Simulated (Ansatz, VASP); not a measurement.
**One calculation of BN, two programs**

```
CELL_PARAMETERS angstrom
-0.13593 1.81239 1.81239
1.81239 -0.13593 1.81239
1.67646 1.67646 0.00000
ATOMIC_POSITIONS crystal
B 0.00000 0.00000 0.00000
N 0.75000 0.75000 0.75000
```

Change from the starting cell: engineering shear strain xz -0.1500, normal strain along z +0.0000.

Alike in both runs: task single point; functional PBE; k mesh 12 × 12 × 12; occupations gaussian, width 0.05 eV; no spin polarisation.

|  | VASP | Ansatz |
| --- | --- | --- |
| version | VASP 6.6.1 | Ansatz 0.2.0 |
| potentials or method | VASP PAW PBE potentials, release 64 (B, N) | scalar-relativistic, plane waves, PAW |
| plane-wave cutoff (eV) | 520 | 520 |
| valence electrons in the cell | 8 | 8 |

```tsv
	VASP	Ansatz	Ansatz less VASP
gap on the k mesh at the Fermi level (eV)	3.03	3.04	+0.010
least direct gap on the mesh (eV)	6.13	6.13	-0.003
pressure (GPa)	10.6	10.4	-0.25
largest component of the traceless stress (GPa)	68.51	68.12	-0.389
rms of the force components (eV/Å)	0.165	0.152	-0.0125
```

Atom by atom the forces differ by 0.013 eV/Å (rms over components). With one functional, cell and mesh, what is left measures potentials, basis and numerics.

A k mesh can miss the band edges.
